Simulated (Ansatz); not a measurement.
## A series in volume scale on PbSe

Periodic Kohn-Sham DFT of a crystal at fixed atoms, scaled to volume_scale times the given cell; pressure positive in compression, energy less spherical unpolarised free atoms, largest_vzz the field gradient of largest size among the nuclei. The results are calculated, by Ansatz 0.2.0.

The cell before it is scaled or strained (space group Fm-3m, No. 225):
```
CELL_PARAMETERS angstrom
0.00000 3.06220 3.06220
3.06220 0.00000 3.06220
3.06220 3.06220 0.00000
ATOMIC_POSITIONS crystal
Pb 0.00000 0.00000 0.00000
Se 0.50000 0.50000 0.50000
```

Settings of every row: method all-electron LAPW; functional PBE; relativity scalar; k mesh 7x7x7; filling fermi-dirac; smearing width 0.02 eV; basis error target 0.5 meV/atom; nucleus gaussian.

Atom start moment: 0 on all atoms.

Limits: no spin-orbit coupling on heavy atoms.

Limits of some rows: small gap, it may come from the mesh (row 1, 3).

| row | volume scale | V (Å³/atom) | pressure (GPa) | energy less free atoms (eV/atom) |
| --- | --- | --- | --- | --- |
| 1 | 0.95 | 27.279 | 5.509 | -4.0464 |
| 2 | 0.975 | 27.994 | 3.8 | -4.0672 |
| 3 | 1 | 28.713 | ? | ? |
| 4 | 1.025 | 29.429 | 0.977 | -4.088 |
| 5 | 1.05 | 30.147 | -0.184 | -4.0897 |

Question: what pressure and energy less free atoms should row 3 give?

Worked fit of pressure. Take u = (V_r/V)^(2/3) − 1 with V_r = 28.712 Å³ an atom, which is twice the finite (Eulerian) strain; such expansions in the strain, on which the Birch-Murnaghan equation of state is built, carry the rest volume and the bulk modulus. The shown rows have u = 0.03472, 0.01703, -0.01631, -0.03199. Least squares give pressure = 2.295 + 84.68 × u + 226.12 × u² GPa; a straight line predicts inner rows, each left out in turn, worse (root mean square 0.15 against 0.0071 GPa). The rows lie off it by 0.001, -0.003, 0.003, -0.001. The pressure vanishes at u = -0.0294, or V = 30.03 Å³ an atom, and there the bulk modulus at fixed shape and fractions is B = −V dP/dV = (2/3)(1 + u) dP/du = 46.2 GPa. The withheld row has u = -2e-05, so the fit gives 2.295 + 84.68 × (-2e-05) + 226.12 × (-2e-05)² = 2.293 GPa.

The calculation gave 2.298 GPa. The fit lies 0.005 GPa (0.088 % of the column's range) below it; its largest miss of a shown row is 0.003 GPa.

Worked fit of energy less free atoms. Take u = (V_r/V)^(2/3) − 1 with V_r = 28.712 Å³ an atom, which is twice the finite (Eulerian) strain; such expansions in the strain, on which the Birch-Murnaghan equation of state is built, carry the rest volume and the bulk modulus. The shown rows have u = 0.03472, 0.01703, -0.01631, -0.03199. Least squares give energy less free atoms = −4.08079 + 0.6192 × u + 10.679 × u² eV/atom; a straight line predicts inner rows, each left out in turn, worse (root mean square 0.0069 against 0.00013 eV/atom). The rows lie off it by 0.0000, -0.0001, 0.0000, 0.0000. Its lowest point lies at u = -0.0290, or V = 30.01 Å³ an atom, and the curvature there gives the bulk modulus at fixed shape and fractions, B = (4/9)(1 + u)² E″(u)/V = 47.8 GPa. The withheld row has u = -2e-05, so the fit gives −4.08079 + 0.6192 × (-2e-05) + 10.679 × (-2e-05)² = -4.0808 eV/atom.

The calculation gave -4.0807 eV/atom. The fit lies 0.0001 eV/atom (0.23 % of the column's range) below it, one unit of the last digit.
